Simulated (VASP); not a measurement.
# TaS2 (P-3m1) in VASP: settings compared

Aim: see how the results for TaS2 move with the level of theory and the settings. Levels: revTPSS, MS2. Tasks: relaxation of cell and atoms.

Program: VASP 6.6.1. These are calculated values, not measurements. Logs are shortened: lines on timing, memory, paths and dates and some standing lists are left out, and cuts for length are marked.

### Step 1. Starting point

Symmetry: P-3m1, No. 164, trigonal system. The conventional cell has a = 3.350 Å, b = 3.350 Å, c = 5.860 Å, α = 90.00°, β = 90.00°, γ = 120.00°. Ta (site symmetry -3m) has 6 S at 2.43 Å as nearest neighbours. Around S (site symmetry 3m) lie 3 Ta at 2.43 Å.

### Step 2. Relaxation of cell and atoms, revTPSS

Input file INCAR:

```
PREC     = Accurate       # precision mode
ENCUT    = 600            # plane-wave cutoff, eV
EDIFF    = 1E-6           # SCF threshold, eV
ISMEAR   = -1             # smearing method
SIGMA    = 0.05           # smearing width, eV
LREAL    = False          # projectors in reciprocal space
LASPH    = True           # aspherical terms in the spheres
NELM     = 80             # most SCF steps
ALGO     = Normal         # electronic algorithm
ISIF     = 3              # what is computed and relaxed
LWAVE    = False          # write WAVECAR
LCHARG   = False          # write CHGCAR
METAGGA  = RTPSS          # meta-GGA
LMIXTAU  = True         
IBRION   = 2              # ionic algorithm
NSW      = 60             # ionic steps
EDIFFG   = -0.01          # ionic threshold
```

Input file KPOINTS:

```
Automatic mesh
0
Gamma
  9 9 5
```

Input file POSCAR:

```
TaS2
1.0
    3.3500000000      0.0000000000      0.0000000000
   -1.6750000000      2.9011851027      0.0000000000
    0.0000000000      0.0000000000      5.8600000000
Ta S
1 2
Direct
    0.0000000000      0.0000000000      0.0000000000
    0.6666666667      0.3333333333      0.7500000000
    0.3333333333      0.6666666667      0.2500000000
```

Potentials or basis: VASP PAW PBE potentials, release 64 (Ta_pv, S).

Command:

```bash
$ cat potpaw_PBE.64/Ta_pv/POTCAR potpaw_PBE.64/S/POTCAR > POTCAR
$ mpirun -np 1 vasp_std > vasp.out
```

OUTCAR:

```text
PREC = Accurate
   ENCUT = 600
   EDIFF = 1E-6
   ISMEAR = -1
   LREAL = False
   LASPH = True
   NELM = 80
   ISIF = 3
   METAGGA = RTPSS
   IBRION = 2
   NSW = 60
   EDIFFG = -0.01

 ion  position               nearest neighbor table
   1  0.000  0.000  0.000-   2 2.43   3 2.43   2 2.43   3 2.43   2 2.43   3 2.43
   2  0.667  0.333  0.750-   1 2.43   1 2.43   1 2.43
   3  0.333  0.667  0.250-   1 2.43   1 2.43   1 2.43

  LATTYP: Found a hexagonal cell.
 ALAT       =     3.3500000000
 C/A-ratio  =     1.7492537313

  Lattice vectors:

 A1 = (   3.3500000000,   0.0000000000,   0.0000000000)
 A2 = (  -1.6750000000,   2.9011851027,   0.0000000000)
 A3 = (   0.0000000000,   0.0000000000,   5.8600000000)

Analysis of symmetry for initial positions (statically):
=====================================================================
 Subroutine PRICEL returns:
 Original cell was already a primitive cell.

 Routine SETGRP: Setting up the symmetry group for a
 hexagonal supercell.

 Subroutine GETGRP returns: Found 12 space group operations
 (whereof 12 operations were pure point group operations)
 out of a pool of 24 trial point group operations.

The static configuration has the point symmetry D_3d.

Analysis of symmetry for dynamics (positions and initial velocities):
=====================================================================
 Subroutine PRICEL returns:
 Original cell was already a primitive cell.

 Routine SETGRP: Setting up the symmetry group for a
 hexagonal supercell.

 Subroutine GETGRP returns: Found 12 space group operations
 (whereof 12 operations were pure point group operations)
 out of a pool of 24 trial point group operations.

The dynamic configuration has the point symmetry D_3d.

 Subroutine INISYM returns: Found 12 space group operations
 (whereof 12 operations are pure point group operations),
 and found     1 'primitive' translations

----------------------------------------------------------------------------------------

                                     Primitive cell

  volume of cell :      56.9532

  direct lattice vectors                    reciprocal lattice vectors
     3.350000000  0.000000000  0.000000000     0.298507463  0.172343364  0.000000000
    -1.675000000  2.901185103  0.000000000     0.000000000  0.344686728  0.000000000
     0.000000000  0.000000000  5.860000000     0.000000000  0.000000000  0.170648464

  length of vectors
     3.350000000  3.350000000  5.860000000     0.344686728  0.344686728  0.170648464

[... 122 lines left out ...]

 number of electron      22.9999999 magnetization

 Free energy of the ion-electron system (eV)
  ---------------------------------------------------
  ext. energy  EPLUGINS =         0.00000000
  ---------------------------------------------------
  free energy    TOTEN  =        12.21263002 eV

  energy without entropy =       12.22713989  energy(sigma->0) =       12.21988495

------------------------ aborting loop because EDIFF is reached ----------------------------------------

  FORCE on cell =-STRESS in cart. coord.  units (eV):
  Direction    XX          YY          ZZ          XY          YZ          ZX
  --------------------------------------------------------------------------------------
  -------------------------------------------------------------------------------------
  Total        1.5896854      1.5896854      3.9853109      0.0000000      0.0000000      0.0000000
  in kB       44.7202173     44.7202173    112.1127286      0.0000000      0.0000000      0.0000000
  external PRESSURE =      67.1843877 kB  Pullay stress =       0.0000000 kB
[... 92 lines left out ...]
  FREE ENERGIE OF THE ION-ELECTRON SYSTEM (eV)
  ---------------------------------------------------
  free  energy   TOTEN  =        12.1247857292 eV

  energy  without entropy=       12.1376491998  energy(sigma->0) =       12.13121746

[... ionic steps 4 to 11 ...]

--------------------------------------- Ionic step       12  -------------------------------------------

 number of electron      23.0000000 magnetization

------------------------ aborting loop because EDIFF is reached ----------------------------------------
[... 69 lines left out ...]
--------------------------------------- Ionic step       14  -------------------------------------------

 number of electron      23.0000000 magnetization

 Free energy of the ion-electron system (eV)
  ---------------------------------------------------
  ext. energy  EPLUGINS =         0.00000000
  ---------------------------------------------------
  free energy    TOTEN  =        12.10515218 eV

  energy without entropy =       12.11720734  energy(sigma->0) =       12.11117976

 E-fermi :   5.0195     XC(G=0): -10.5430

 val. band max:        5.0160781314   @ k =   0.2222   0.1111   0.0000
 cond. band min:       5.0425793816   @ k =   0.0000   0.0000   0.0000
 fundamental gap:      0.0265012501
 Fermi energy:         5.0195221791

 k-point     1 :       0.0000    0.0000    0.0000
  band No.  band energies     occupation
      1     -30.5262      2.00000
      2     -30.4870      2.00000
      3     -30.4870      2.00000
      4     -10.0438      2.00000
      5      -8.3362      2.00000
      6      -1.8160      2.00000
      7       1.3459      2.00000
      8       1.3459      2.00000
      9       3.4356      2.00000
     10       4.4934      1.99995
     11       4.4934      1.99995
     12       5.0426      0.77343
     13       5.2938      0.00825
     14       5.2938      0.00825
[... 401 lines left out ...]
      2     -30.5423      2.00000
      3     -30.4883      2.00000
      4      -8.8952      2.00000
      5      -8.2284      2.00000
      6      -0.5997      2.00000
      7       0.2151      2.00000
      8       0.4725      2.00000
      9       1.5133      2.00000
     10       2.3435      2.00000
     11       3.1146      2.00000
     12       4.8528      1.93112
     13       6.4767      0.00000
     14       7.5393      0.00000
     15       8.6378      0.00000

 [... further k-points ...]

------------------------ aborting loop because EDIFF is reached ----------------------------------------

  FORCE on cell =-STRESS in cart. coord.  units (eV):
  Direction    XX          YY          ZZ          XY          YZ          ZX
  --------------------------------------------------------------------------------------
  -------------------------------------------------------------------------------------
  Total       -0.0061655     -0.0061655      0.0117034      0.0000000     -0.0000000      0.0000000
  in kB       -0.1656107     -0.1656107      0.3143640      0.0000000     -0.0000000      0.0000000
  external PRESSURE =      -0.0056191 kB  Pullay stress =       0.0000000 kB
[... 18 lines left out ...]
  FREE ENERGIE OF THE ION-ELECTRON SYSTEM (eV)
  ---------------------------------------------------
  free  energy   TOTEN  =        12.1051521811 eV

  energy  without entropy=       12.1172073445  energy(sigma->0) =       12.11117976

 reached required accuracy - stopping structural energy minimisation
```

It took 13 min on 1 thread of Intel Xeon 6975P-C (Granite Rapids), shared host; peak memory 0.25 GiB.

Results:

* Free energy: 12.1052 eV
* Relaxed volume: 19.88 Å³/atom
* Relaxed cell: a = 3.333 Å, b = 3.333 Å, c = 6.201 Å, α = 90.00°, β = 90.00°, γ = 120.00°
* Space group after relaxing (to 0.05 Å): P-3m1 (No. 164)
* Energy gained by relaxing: 35.8 meV/atom
* Ionic steps: 14
* Pressure after relaxing: 0.0 GPa
* Band gap on the k mesh: none (metal or under the smearing width)

Forces on the atoms (eV/Å):
```
Ta   0.000  0.000  0.000
S    0.000  0.000  0.002
S    0.000  0.000 -0.002
```

Step by step:
| step | energy change (eV) | largest force (eV/Å) | pressure (GPa) | volume (Å³) |
| --- | --- | --- | --- | --- |
| 1 | 0.0000 | 1.2610 | 6.72 | 56.95 |
| 2 | 0.1522 | 1.5796 | -11.47 | 63.74 |
| 3 | -0.0878 | 0.0541 | -1.39 | 59.39 |
| 4 | -0.0880 | 0.0920 | -1.15 | 59.30 |
| 5 | -0.1048 | 0.0214 | -0.40 | 58.63 |
| 6 | -0.1059 | 0.0601 | -0.13 | 58.41 |
| 7 | -0.1059 | 0.0169 | 0.36 | 58.30 |
| 8 | -0.1060 | 0.0170 | 0.15 | 58.35 |
| 9 | -0.1062 | 0.0152 | 0.15 | 58.43 |
| 10 | -0.1066 | 0.0083 | 0.07 | 58.66 |
| 11 | -0.1071 | 0.0046 | 0.00 | 59.13 |
| 12 | -0.1071 | 0.0321 | -0.12 | 60.07 |
| 13 | -0.1073 | 0.0200 | -0.06 | 59.57 |
| 14 | -0.1075 | 0.0021 | 0.00 | 59.65 |

Final structure:
```yaml
crystal:
  lattice:
    - [3.33274, 0.00000, 0.00000]
    - [-1.66637, 2.88623, 0.00000]
    - [0.00000, 0.00000, 6.20092]
  atoms:
    - { symbol: Ta, position: [0.00000, 0.00000, 0.00000] }
    - { symbol: S, position: [0.66667, 0.33333, 0.74993] }
    - { symbol: S, position: [0.33333, 0.66667, 0.25007] }
```

Caveat: the PAW data sets were made with another functional, which shifts forces and pressure a little; this functional lacks dispersion, which binds the layers, so the pressure and a relaxed spacing across them are unreliable.

### Step 3. Relaxation of cell and atoms, MS2

Input file INCAR:

```
SYSTEM = TaS2
PREC = Accurate
ENCUT = 600
EDIFF = 1E-7
ISMEAR = -1
SIGMA = 0.05
LREAL = .False.
LASPH = .True.
NELM = 80
ALGO = Normal
ISIF = 3
LWAVE = .False.
LCHARG = .False.
METAGGA = MS2
LMIXTAU = .True.
IBRION = 2
NSW = 40
EDIFFG = -0.01
```

Input file KPOINTS:

```
regular mesh
0
Gamma
  9 9 5
  0 0 0
```

POSCAR is that of step 2.

Potentials or basis: VASP PAW PBE potentials, release 64 (Ta_pv, S).

Command:

```bash
$ cat potpaw_PBE.64/Ta_pv/POTCAR potpaw_PBE.64/S/POTCAR > POTCAR
$ mpirun -np 1 vasp_std > vasp.out
```

Run time: 20 min. Hardware: 1 thread of Intel Xeon 6975P-C (Granite Rapids), shared host; peak memory 0.26 GiB.

It converged, with:

| Property | Result |
| --- | --- |
| Free energy | -15.8131 eV |
| Relaxed volume | 20.46 Å³/atom |
| Relaxed cell | a = 3.348 Å, b = 3.348 Å, c = 6.320 Å, α = 90.00°, β = 90.00°, γ = 120.00° |
| Space group after relaxing (to 0.05 Å) | P-3m1 (No. 164) |
| Energy gained by relaxing | 29.7 meV/atom |
| Ionic steps | 17 |
| Pressure after relaxing | 0.1 GPa |
| Largest force after relaxing | 0.004 eV/Å |
| Band gap on the k mesh | none (metal or under the smearing width) |

Forces in eV/Å, atoms in the order of the input:
```
Ta   0.000  0.000  0.000
S    0.000  0.000 -0.004
S    0.000  0.000  0.004
```

Step by step:
```tsv
step	energy change (eV)	largest force (eV/Å)	pressure (GPa)	volume (Å³)
1	0.0000	1.0497	6.69	56.95
2	0.1636	1.6467	-11.22	63.72
3	-0.0703	0.0274	-0.83	59.23
4	-0.0704	0.0062	-0.60	59.16
5	-0.0795	0.0795	-0.14	58.84
6	-0.0805	0.1182	0.07	58.71
7	-0.0816	0.0601	0.40	58.75
8	-0.0824	0.0545	1.06	58.85
9	-0.0827	0.0537	1.03	58.90
10	-0.0835	0.0509	0.95	59.05
11	-0.0849	0.0468	0.77	59.34
12	-0.0869	0.0376	0.45	59.94
13	-0.0885	0.0216	-0.12	61.15
14	-0.0886	0.0201	-0.16	61.24
15	-0.0889	0.0159	-0.10	61.28
16	-0.0892	0.0056	0.04	61.36
17	-0.0892	0.0040	0.06	61.37
```

Final structure:
```yaml
crystal:
  lattice:
    - [3.34848, 0.00000, 0.00000]
    - [-1.67424, 2.89987, 0.00000]
    - [0.00000, 0.00000, 6.32050]
  atoms:
    - { symbol: Ta, position: [0.00000, 0.00000, 0.00000] }
    - { symbol: S, position: [0.66667, 0.33333, 0.75775] }
    - { symbol: S, position: [0.33333, 0.66667, 0.24225] }
```

Levels at points of the mesh, in eV from the Fermi level:
```
           k point  band 7  band 8  band 9  band 10  band 11  band 12  band 13  band 14  band 15
(0.00, 0.00, 0.00)   -3.95   -3.95   -1.83    -0.74    -0.74     0.15     0.22     0.22     4.24
```

Caveat: the PAW data sets were made with another functional, which shifts forces and pressure a little. Zero-point motion and thermal expansion aren't in these numbers.

### Step 4. The reference run

An earlier run on the cell as given: functional PBE; potentials or basis VASP PAW PBE potentials, release 64 (Ta_pv, S); cutoff 520 eV; k mesh 9 × 9 × 5; occupations fermi-dirac, width 0.05 eV; no spin polarisation.

* Pressure: 9.2 GPa
* Largest force: 1.243 eV/Å
* Band gap on the k mesh: none (metal or under the smearing width)

### Step 5. The runs side by side

```tsv
task	level	cell	cutoff (eV)	gap on the mesh (eV)	pressure (GPa)	relaxed volume (Å³/atom)
relaxation of cell and atoms	revTPSS	relaxed	600	none	0.0	19.88
relaxation of cell and atoms	MS2	relaxed	600	none	0.1	20.46
single point	PBE	as given	520	none	9.2	-
```

Alike in all rows: potentials or basis VASP PAW PBE potentials, release 64 (Ta_pv, S); no spin polarisation; k mesh 9 × 9 × 5; smearing fermi-dirac 0.05 eV.

Caveats: the PAW data sets were made with another functional, which shifts forces and pressure a little (some runs); this functional lacks dispersion, which binds the layers, so the pressure and a relaxed spacing across them are unreliable (some runs); forces of over 1 eV/Å show positions far from the minimum, so gaps and moduli don't describe the material at rest (some runs).

Absolute energies hang on the potentials; compare differences alone.
